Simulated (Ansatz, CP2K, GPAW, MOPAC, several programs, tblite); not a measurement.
# What each method gives for ZrSe2 (P-3m1)

A 3-atom cell of ZrSe2 started from a crystallographic database, relaxed with r2SCAN+rVV10 in Ansatz, was computed with several methods. The symmetry is P-3m1 (No. 164, trigonal); a = 3.789 Å, c = 6.181 Å in the conventional setting, 25.62 Å³ an atom. Zr has 6 Se at 2.69 Å; Se has 3 Zr at 2.69 Å. Spin-unpolarised throughout; all numbers are computed.

```cif
data_structure
_symmetry_space_group_name_H-M 'P-3m1'
_symmetry_Int_Tables_number 164
_cell_length_a 3.7894
_cell_length_b 3.7894
_cell_length_c 6.1807
_cell_angle_alpha 90.000
_cell_angle_beta 90.000
_cell_angle_gamma 120.000
_cell_volume 76.86
loop_
_atom_site_label
_atom_site_type_symbol
_atom_site_symmetry_multiplicity
_atom_site_Wyckoff_symbol
_atom_site_fract_x
_atom_site_fract_y
_atom_site_fract_z
_atom_site_occupancy
Zr1 Zr 1 a 0.00000 0.00000 0.00000 1
Se1 Se 2 d 0.33333 0.66667 0.25375 1
```

Gaps and times are for a single point on this cell; volume and bulk modulus come from each method's own relaxation or energy curve at fixed shape, which is too stiff where a cell has free coordinates or axes. Times are rough, from shared hosts (Intel Xeon 6975P-C), and each method has its own mesh and cell size. A double dagger marks a value from a curve with shape and coordinates held. PM7 (MOPAC): levels, charges or heat of formation failed a check of plausibility, so no values are given. PM6 (MOPAC), PM7 (MOPAC), GFN1-xTB (tblite), GFN2-xTB (tblite) treat a cluster of cells at its zone centre, which samples few k points: where these miss a band edge, the gap comes out too large for that reason alone. Gaps from k meshes are read at a limited set of points (mesh, symmetry points, PBE's band edges), so each method's own least gap may be somewhat smaller. xTB and the PM methods were fitted mostly to molecules, and can miss a solid's gap by electronvolts. Minimal bases can be far off for gaps. Curves at held shape can't give the bulk modulus of a layered or molecular crystal, so none is listed. GLLB-SC's gap includes the derivative discontinuity. d marks a direct gap, i an indirect one (no mark: not told apart), a dash a value that wasn't computed or didn't pass its checks.

```tsv
method	kind	gap (eV)	own volume (Å³/atom)	bulk modulus (GPa)	atoms computed	processor time
light PBE (260 eV and a coarse mesh)	light plane-wave	0.29 i	–	–	3	0.83 s
GFN1-xTB (tblite)	tight binding	0.42	25.01‡	–	54	3.8 s
PBE	semilocal	0.31 i	–	–	3	4.7 s
GFN2-xTB (tblite)	tight binding	0.81	27.25‡	–	54	5.5 s
r2SCAN	semilocal	0.61 i	–	–	3	9.2 s
PBE/SZV (CP2K)	small basis	0.11 i	26.61‡	–	3	10 s
PM6 (MOPAC)	semi-empirical	3.21	–	–	54	12 s
GLLB-SC (GPAW)	model potential	1.04	–	–	3	20 s
PBE/DZVP (CP2K)	small basis	0.30 i	26.18‡	–	3	23 s
PBE/single zeta (GPAW)	small basis	0.19 i	–	–	3	30 s
PM7 (MOPAC)	semi-empirical	–	–	–	54	43 s
```

Against r2SCAN (0.61 eV) and with closed or daggered gaps left aside, the nearest gap at the points sampled is that of GFN1-xTB (tblite) (-0.19 eV) and the farthest that of PM6 (MOPAC) (+2.60 eV). r2SCAN is only a yardstick of convenience: semilocal gaps usually lie below measured ones, which GLLB-SC and hybrids aim to mend.

Spin-orbit coupling is left out.
